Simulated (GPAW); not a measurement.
# MgO (Fm-3m) in GPAW: convergence with k mesh

Aim: find how far k mesh must go before the results for MgO settle, at RPBE. This setting moves, with any that are tied to it; all else stays.

All numbers are computed with GPAW 26.7.0; they aren't measurements. Logs are shortened: lines on timing, memory, paths and dates and some standing lists are left out, and cuts for length are marked. The log counts tension as positive stress, the text compression.

**1. The crystal as given**

It takes space group Fm-3m (No. 225, cubic). Conventional cell: a = 4.194 Å, b = 4.194 Å, c = 4.194 Å, α = 90.00°, β = 90.00°, γ = 90.00°. Mg (site symmetry m-3m) is surrounded by 6 O at 2.10 Å. O (site symmetry m-3m) is surrounded by 6 Mg at 2.10 Å.

The cell is a database's computed one.

**2. With k mesh 3 × 3 × 3**

Input file run.py:

```python
from ase.dft.bandgap import bandgap
from ase.io import read, write
from ase.units import GPa
from gpaw import GPAW, PW

atoms = read('MgO.xyz')

calc = GPAW(mode=PW(800),
            xc='RPBE',
            kpts={'size': (3, 3, 3), 'gamma': True},
            occupations={'name': 'fermi-dirac', 'width': 0.05},
            nbands=16,
            convergence={'density': 1e-05, 'energy': 1e-05},
            maxiter=100,
            txt='gpaw.txt')
atoms.calc = calc
energy = atoms.get_potential_energy()
forces = atoms.get_forces()
stress = atoms.get_stress()
calc.write('gs.gpw')
write('result.traj', atoms)
print(f'Energy: {energy:.6f} eV')
print('Forces (eV/A):')
print(forces.round(4))
print('Stress (GPa):', (stress / GPa).round(3))
print('Fermi level:', round(calc.get_fermi_level(), 4), 'eV')
print(f'Gap: {bandgap(calc)[0]:.4f} eV, direct: {bandgap(calc, direct=True)[0]:.4f} eV')
```

Input file MgO.xyz:

```xyz
2
Lattice="0.0000000000 2.0970013927 2.0970013927 2.0970013927 0.0000000000 2.0970013927 2.0970013927 2.0970013927 0.0000000000" Properties=species:S:1:pos:R:3 pbc="T T T"
Mg     0.0000000000      0.0000000000      0.0000000000
O      2.0970013927      2.0970013927      2.0970013927
```

Potentials or basis: the program's PAW data sets (release 1.2.1) made for this functional, pw.

Command:

```bash
OMP_NUM_THREADS=1 python run.py
```

gpaw.txt:

```text
__  _  _
 | _ |_)|_||  |
 |__||  | ||/\| - 26.7.0

Input parameters:
  mode=PW(ecut=800.0),
  convergence={'density': 1e-05, 'energy': 1e-05},
  kpts=MonkhorstPack(size=(3, 3, 3), gamma=True),
  maxiter=100,
  nbands=16,
  occupations=Occupations(name='fermi-dirac', width=0.05),
  xc=XC(name='RPBE')

Diagonalizing LCAO Hamiltonian
Converting LCAO to pw mode

              O

       Mg

Atoms  # Å, Bohr magnetons
|   | symbol |        x |        y |        z |    initial magnetic moments |
|---|--------|----------|----------|----------|-----------------------------|
| 0 |     Mg | 0.000000 | 0.000000 | 0.000000 | ( 0.0000,  0.0000,  0.0000) |
| 1 |      O | 2.097001 | 2.097001 | 2.097001 | ( 0.0000,  0.0000,  0.0000) |

Unit cell  # Å
| periodic |        x |        y |        z |  lengths |    angles |
|----------|----------|----------|----------|----------|-----------|
|      yes | 0.000000 | 2.097001 | 2.097001 | 2.965608 | 60.000000 |
|      yes | 2.097001 | 0.000000 | 2.097001 | 2.965608 | 60.000000 |
|      yes | 2.097001 | 2.097001 | 0.000000 | 2.965608 | 60.000000 |

Number of symmetries: 48
Symmetry operations  # r_c * U_cc + t_c -> r_c
|    | kind |            matrix            |
|----|------|------------------------------|
|  0 |  σ   |  1, 0, 0,  1, 0,-1,  1,-1, 0 |
|  1 |  C2  |  1, 0, 0,  1,-1, 0,  1, 0,-1 |
|  2 |  E   |  1, 0, 0,  0, 1, 0,  0, 0, 1 |
|  3 |  σ   |  1, 0, 0,  0, 0, 1,  0, 1, 0 |
|  4 |  C4  |  1, 0,-1,  1, 0, 0,  1,-1, 0 |
|  5 |  S6  |  1, 0,-1,  1,-1, 0,  1, 0, 0 |
|  6 |  σ   |  1, 0,-1,  0, 1,-1,  0, 0,-1 |
|  7 |  C3  |  1, 0,-1,  0, 0,-1,  0, 1,-1 |
|  8 |  S6  |  1,-1, 0,  1, 0, 0,  1, 0,-1 |
|  9 |  C4  |  1,-1, 0,  1, 0,-1,  1, 0, 0 |
| 10 |  C3  |  1,-1, 0,  0,-1, 1,  0,-1, 0 |
| 11 |  σ   |  1,-1, 0,  0,-1, 0,  0,-1, 1 |
| 12 |  σ   |  0, 1, 0,  1, 0, 0,  0, 0, 1 |
| 13 |  C4  |  0, 1, 0,  0, 1,-1, -1, 1, 0 |
| 14 |  C3  |  0, 1, 0,  0, 0, 1,  1, 0, 0 |
| 15 |  S6  |  0, 1, 0, -1, 1, 0,  0, 1,-1 |
| 16 |  C2  |  0, 1,-1,  1, 0,-1,  0, 0,-1 |
| 17 |  σ   |  0, 1,-1,  0, 1, 0, -1, 1, 0 |
| 18 |  S4  |  0, 1,-1,  0, 0,-1,  1, 0,-1 |
| 19 |  C4  |  0, 1,-1, -1, 1, 0,  0, 1, 0 |
| 20 |  C3  |  0, 0, 1,  1, 0, 0,  0, 1, 0 |
| 21 |  σ   |  0, 0, 1,  0, 1, 0,  1, 0, 0 |
| 22 |  S6  |  0, 0, 1,  0,-1, 1, -1, 0, 1 |
| 23 |  C4  |  0, 0, 1, -1, 0, 1,  0,-1, 1 |
| 24 |  S4  |  0, 0,-1,  1, 0,-1,  0, 1,-1 |
| 25 |  C3  |  0, 0,-1,  0, 1,-1,  1, 0,-1 |
| 26 |  C2  |  0, 0,-1,  0,-1, 0, -1, 0, 0 |
| 27 |  S6  |  0, 0,-1, -1, 0, 0,  0,-1, 0 |
| 28 |  S4  |  0,-1, 1,  1,-1, 0,  0,-1, 0 |
| 29 |  C4  |  0,-1, 1,  0, 0, 1, -1, 0, 1 |
| 30 |  C2  |  0,-1, 1,  0,-1, 0,  1,-1, 0 |
| 31 |  σ   |  0,-1, 1, -1, 0, 1,  0, 0, 1 |
| 32 |  C3  |  0,-1, 0,  1,-1, 0,  0,-1, 1 |
| 33 |  S6  |  0,-1, 0,  0, 0,-1, -1, 0, 0 |
| 34 |  S4  |  0,-1, 0,  0,-1, 1,  1,-1, 0 |
| 35 |  C2  |  0,-1, 0, -1, 0, 0,  0, 0,-1 |
| 36 |  C2  | -1, 1, 0,  0, 1, 0,  0, 1,-1 |
| 37 |  S6  | -1, 1, 0,  0, 1,-1,  0, 1, 0 |
| 38 |  S4  | -1, 1, 0, -1, 0, 1, -1, 0, 0 |
| 39 |  C3  | -1, 1, 0, -1, 0, 0, -1, 0, 1 |
| 40 |  S6  | -1, 0, 1,  0, 0, 1,  0,-1, 1 |
| 41 |  C2  | -1, 0, 1,  0,-1, 1,  0, 0, 1 |
| 42 |  C3  | -1, 0, 1, -1, 1, 0, -1, 0, 0 |
| 43 |  S4  | -1, 0, 1, -1, 0, 0, -1, 1, 0 |
| 44 |  C2  | -1, 0, 0,  0, 0,-1,  0,-1, 0 |
| 45 |  i   | -1, 0, 0,  0,-1, 0,  0, 0,-1 |
| 46 |  σ   | -1, 0, 0, -1, 1, 0, -1, 0, 1 |
| 47 |  C2  | -1, 0, 0, -1, 0, 1, -1, 1, 0 |

BZ-sampling:
  Number of BZ points: 27
  Number of IBZ points: 4

  Monkhorst-Pack size: [3, 3, 3]
  Monkhorst-Pack shift: [0, 0, 0]

K-points  # in reciprocal-cell coordinates
|   |                                coordinates |     weight |
|---|--------------------------------------------|------------|
| 0 | (  0.00000000,   0.00000000,   0.00000000) | 0.03703704 |
| 1 | (  0.33333333,   0.33333333,  -0.33333333) | 0.44444444 |
| 2 | (  0.33333333,   0.33333333,   0.00000000) | 0.22222222 |
| 3 | (  0.33333333,   0.33333333,   0.33333333) | 0.29629630 |

Plane wave coefficients: 955
Cutoff: 800.0 eV

Spin-components: 1 (collinear spins)
Bands:           16
Projectors:      10
Spin-degeneracy: 2
Datatype:        complex128

Parallelization:
  kpt:    1
  domain: 1
  band:   1

Density:
  Valence electrons: 16.0
  Components: 1
  Grid points: [20 20 20]
  Charge: 0.0  # |e|

Potential:
  Grid points: [20 20 20]

species:
  Mg:
    name:    Magnesium
    Z:       12.0
    valence: 10
    core:    2
    charge:  0.0  # [|e|]
    compensation charges:
      type: gauss
      rc: 0.33  # [Å]
      lmax: 2
    cutoffs:
      filter: 1.86  # [Å]
      core: 0.54  # [Å]
    projectors
    | kind |    occ | energy [eV] | rcut [Å] |
    |------|--------|-------------|----------|
    |   2s |  2.000 |     -80.012 |    1.090 |
    |   3s |  2.000 |      -4.684 |    1.090 |
    |   2p |  6.000 |     -46.607 |    1.085 |
    |   3p |  0.000 |      -1.360 |    1.085 |
    |    d |        |       0.000 |    1.037 |

    Using partial waves for Mg as LCAO basis

  O:
    name:    Oxygen
    Z:       8.0
    valence: 6
    core:    2
    charge:  0.0  # [|e|]
    compensation charges:
      type: gauss
      rc: 0.21  # [Å]
      lmax: 2
    cutoffs:
      filter: 1.17  # [Å]
      core: 0.83  # [Å]
    projectors
    | kind |    occ | energy [eV] | rcut [Å] |
    |------|--------|-------------|----------|
    |   2s |  2.000 |     -24.041 |    0.688 |
    |   2p |  4.000 |      -8.984 |    0.598 |
    |    s |        |       3.170 |    0.688 |
    |    p |        |      18.228 |    0.598 |
    |    d |        |       0.000 |    0.619 |

    Using partial waves for O as LCAO basis

Reference energy: -7495.614363  # eV

eigensolver:
  PPCG
  Converge bands: occupied
  niter=2

density mixing:
  MSR1-Mixer
  Pratt-step length: 0.05
  Maximum mixing coefficient: 0.75
  Old densities: 10
  SVD Regularization: 0.005
  Good broyden scale: 1.0
  Trust region scale: 1.0
  Backstep threshold: 4.0
  History deletion threshold: 6.0
  Fourier metric: weight=20.0, sigma=0.015

occupation numbers:
  Fermi-Dirac:
    width: 0.0500  # eV

poisson solver:
  ecut: 6400.0  # eV

xc functional:
  name: RPBE with 2 nearest neighbor stencil

convergence criteria:
- Maximum integral of absolute [dens]ity change: 1e-05 electrons / valence electron
- Maximum [total energy] change in last 3 cyles: 1e-05 eV / valence electron
- Maximum integral of absolute [eigenst]ate change: 4e-08 eV^2 / valence electron
maximum number of iterations: 100

SCF iterations
|iter     | |      energy | eigst |  dens |
|---------|-|-------------|-------|-------|
|iter:   1| |  -12.737162 | -0.04 |       |
|iter:   2| |  -12.373984 | -1.96 | -0.98 |
|iter:   3| |  -11.365481 | -1.21 | -1.03 |
|iter:   4| |  -11.380876 | -2.83 | -1.57 |
|iter:   5| |  -11.392110 | -2.69 | -1.83 |
|iter:   6| |  -11.392249 | -4.55 | -2.97 |
|iter:   7| |  -11.392287 | -5.57 | -3.33 |
|iter:   8| |  -11.392287c| -7.28 | -4.36 |
|iter:   9| |  -11.392287c| -7.94c| -4.98 |
|iter:  10| |  -11.392287c| -8.16c| -5.61c|

Converged in 10 steps
Energy contributions relative to reference atoms: (reference = -7495.614363)

Energy contributions:
  Kinetic:          15.434965
  Coulomb:         -12.850391
  Zero:              0.235333
  External:          0.000000
  Xc:              -14.212194
  Entropy:          -0.000000
  Spinorbit:         0.000000
  ----------------------------
  Free energy:     -11.392287
  Extrapolated:    -11.392287

dipole moment: (-5.983594, -5.983594, -5.983594)  # |e|*Ang

Fermi level: 6.332
Eigenvalues  # (at kpt = [0.000, 0.000, 0.000])
| band index |      eig [eV] | occ [0-2] |
|------------|---------------|-----------|
|          0 |       -67.408 |     2.000 |
|          1 |       -33.963 |     2.000 |
|          2 |       -33.963 |     2.000 |
|          3 |       -33.963 |     2.000 |
|          4 |       -12.117 |     2.000 |
|          5 |         5.252 |     2.000 |
[... 8 lines left out ...]
|         14 |        26.991 |     0.000 |
|         15 |        29.913 |     0.000 |

Gap: 4.969 eV
Transition (v -> c):
  (s=0, k=0, n=7, [0.00, 0.00, 0.00]) -> (s=0, k=0, n=8, [0.00, 0.00, 0.00])
No difference between direct/indirect transitions

Forces  # eV/Ang
|        x |       y |       z |
|----------|---------|---------|
| -0.00000 | 0.00000 | 0.00000 |  # Mg   0
|  0.00000 | 0.00000 | 0.00000 |  # O    1

Stress tensor  # eV/Ang^3
|         x |         y |         z |
|-----------|-----------|-----------|
| -0.078928 |  0.000000 |  0.000000 |
|  0.000000 | -0.078928 |  0.000000 |
|  0.000000 |  0.000000 | -0.078928 |

# Writing to gs.gpw (mode='')
```

It took 2.5 s on 1 thread of Arm Neoverse V2, shared host; peak memory 0.13 GiB.

Results:

* Free energy: -11.3923 eV
* Pressure: 12.6 GPa
* Band gap on the k mesh: 4.97 eV, direct

**3. With k mesh 4 × 4 × 4**

Edit run.py of step 2 so:

```diff
@@ -9,3 +9,3 @@
             xc='RPBE',
-            kpts={'size': (3, 3, 3), 'gamma': True},
+            kpts={'size': (4, 4, 4), 'gamma': True},
             occupations={'name': 'fermi-dirac', 'width': 0.05},
```

MgO.xyz is that of step 2.

Potentials or basis: the program's PAW data sets (release 1.2.1) made for this functional, pw.

Command:

```bash
OMP_NUM_THREADS=1 python run.py
```

Run time: 3.3 s. Hardware: 1 thread of Arm Neoverse V2, shared host; peak memory 0.13 GiB.

Results:

```yaml
Free_energy: -11.4690 eV
Pressure: 12.2 GPa
Band_gap_on_the_k_mesh: 5.00 eV, direct
```

**4. With k mesh 5 × 5 × 5**

Edit run.py of step 3 so:

```diff
@@ -9,3 +9,3 @@
             xc='RPBE',
-            kpts={'size': (4, 4, 4), 'gamma': True},
+            kpts={'size': (5, 5, 5), 'gamma': True},
             occupations={'name': 'fermi-dirac', 'width': 0.05},
```

MgO.xyz is that of step 3.

Command:

```bash
OMP_NUM_THREADS=1 python run.py
```

Wall time 3.6 s (1 thread of Arm Neoverse V2, shared host); peak memory 0.13 GiB.

Results:

- Free energy: -11.4790 eV
- Pressure: 12.1 GPa
- Band gap on the k mesh: 5.00 eV, direct

**5. With k mesh 6 × 6 × 6**

Edit run.py of step 4 so:

```diff
@@ -9,3 +9,3 @@
             xc='RPBE',
-            kpts={'size': (5, 5, 5), 'gamma': True},
+            kpts={'size': (6, 6, 6), 'gamma': True},
             occupations={'name': 'fermi-dirac', 'width': 0.05},
```

MgO.xyz is that of step 4.

Command:

```bash
OMP_NUM_THREADS=1 python run.py
```

Wall time 4.7 s (1 thread of Arm Neoverse V2, shared host); peak memory 0.14 GiB.

Results (log left out):

```yaml
Free_energy: -11.4806 eV
Pressure: 12.1 GPa
Band_gap_on_the_k_mesh: 5.00 eV, direct
```

**6. With k mesh 7 × 7 × 7**

Edit run.py of step 5 so:

```diff
@@ -9,3 +9,3 @@
             xc='RPBE',
-            kpts={'size': (6, 6, 6), 'gamma': True},
+            kpts={'size': (7, 7, 7), 'gamma': True},
             occupations={'name': 'fermi-dirac', 'width': 0.05},
```

MgO.xyz is that of step 5.

Potentials or basis: the program's PAW data sets (release 1.2.1) made for this functional, pw.

Command:

```bash
OMP_NUM_THREADS=1 python run.py
```

Run time: 5.5 s. Hardware: 1 thread of Arm Neoverse V2, shared host; peak memory 0.14 GiB.

The run converged. Its results:

```
Free energy            : -11.4809 eV
Pressure               : 12.1 GPa
Band gap on the k mesh : 5.00 eV, direct
```

**7. With k mesh 8 × 8 × 8**

Edit run.py of step 6 so:

```diff
@@ -9,3 +9,3 @@
             xc='RPBE',
-            kpts={'size': (7, 7, 7), 'gamma': True},
+            kpts={'size': (8, 8, 8), 'gamma': True},
             occupations={'name': 'fermi-dirac', 'width': 0.05},
```

MgO.xyz is that of step 6.

Command:

```bash
OMP_NUM_THREADS=1 python run.py
```

It took 7.1 s on 1 thread of Arm Neoverse V2, shared host; peak memory 0.14 GiB.

The run converged. Its results:

| Quantity | Value |
| --- | --- |
| Free energy | -11.4810 eV |
| Pressure | 12.1 GPa |
| Band gap on the k mesh | 5.00 eV, direct |

**8. With k mesh 10 × 10 × 10**

Edit run.py of step 7 so:

```diff
@@ -9,3 +9,3 @@
             xc='RPBE',
-            kpts={'size': (8, 8, 8), 'gamma': True},
+            kpts={'size': (10, 10, 10), 'gamma': True},
             occupations={'name': 'fermi-dirac', 'width': 0.05},
```

MgO.xyz is that of step 7.

Command:

```bash
OMP_NUM_THREADS=1 python run.py
```

It took 10 s on 1 thread of Arm Neoverse V2, shared host; peak memory 0.15 GiB.

The run converged. Its results:

```yaml
Free_energy: -11.4810 eV
Pressure: 12.1 GPa
Band_gap_on_the_k_mesh: 5.00 eV, direct
```

**9. With k mesh 12 × 12 × 12**

Edit run.py of step 8 so:

```diff
@@ -9,3 +9,3 @@
             xc='RPBE',
-            kpts={'size': (10, 10, 10), 'gamma': True},
+            kpts={'size': (12, 12, 12), 'gamma': True},
             occupations={'name': 'fermi-dirac', 'width': 0.05},
```

MgO.xyz is that of step 8.

Potentials or basis: the program's PAW data sets (release 1.2.1) made for this functional, pw.

Command:

```bash
OMP_NUM_THREADS=1 python run.py
```

Wall time 15 s (1 thread of Arm Neoverse V2, shared host); peak memory 0.16 GiB.

The run converged. Its results:

```yaml
Free_energy: -11.4810 eV
Pressure: 12.1 GPa
Band_gap_on_the_k_mesh: 5.00 eV, direct
```

**10. With k mesh 15 × 15 × 15**

Edit run.py of step 9 so:

```diff
@@ -9,3 +9,3 @@
             xc='RPBE',
-            kpts={'size': (12, 12, 12), 'gamma': True},
+            kpts={'size': (15, 15, 15), 'gamma': True},
             occupations={'name': 'fermi-dirac', 'width': 0.05},
```

MgO.xyz is that of step 9.

Command:

```bash
OMP_NUM_THREADS=1 python run.py
```

It took 23 s on 1 thread of Arm Neoverse V2, shared host; peak memory 0.18 GiB.

It converged, with:

| Property | Result |
| --- | --- |
| Free energy | -11.4810 eV |
| Pressure | 12.1 GPa |
| Band gap on the k mesh | 5.00 eV, direct |

**11. Summary**

| k mesh | energy less the tightest run, at zero smearing (meV/atom) | pressure (GPa) | gap on the mesh (eV) | SCF cycles | CPU time (s) | peak memory (GiB) |
| --- | --- | --- | --- | --- | --- | --- |
| 3 × 3 × 3 | 44.36 | 12.65 | 4.969 | 10 | 2.5 | 0.13 |
| 4 × 4 × 4 | 6.03 | 12.19 | 4.998 | 10 | 3.2 | 0.13 |
| 5 × 5 × 5 | 1.00 | 12.14 | 5.003 | 10 | 3.6 | 0.13 |
| 6 × 6 × 6 | 0.20 | 12.14 | 5.004 | 10 | 4.7 | 0.14 |
| 7 × 7 × 7 | 0.03 | 12.14 | 5.004 | 10 | 5.5 | 0.14 |
| 8 × 8 × 8 | 0.00 | 12.14 | 5.004 | 10 | 7.1 | 0.14 |
| 10 × 10 × 10 | 0.00 | 12.14 | 5.004 | 10 | 10 | 0.15 |
| 12 × 12 × 12 | 0.00 | 12.14 | 5.004 | 10 | 15 | 0.16 |
| 15 × 15 × 15 | 0.00 | 12.14 | 5.004 | 10 | 23 | 0.18 |

Against the tightest run, the energy stays within 1 meV/atom from 6 × 6 × 6 on; the pressure stays within 0.1 GPa from 4 × 4 × 4 on; the gap on the mesh stays within 0.01 eV from 4 × 4 × 4 on. Meshes of other sizes hit other points, so gaps and Fermi surfaces needn't settle smoothly. The tightest run that finished is the yardstick and may itself not be fully converged.

Caveats: an odd mesh through Γ misses points on the zone boundary, where band edges often lie.
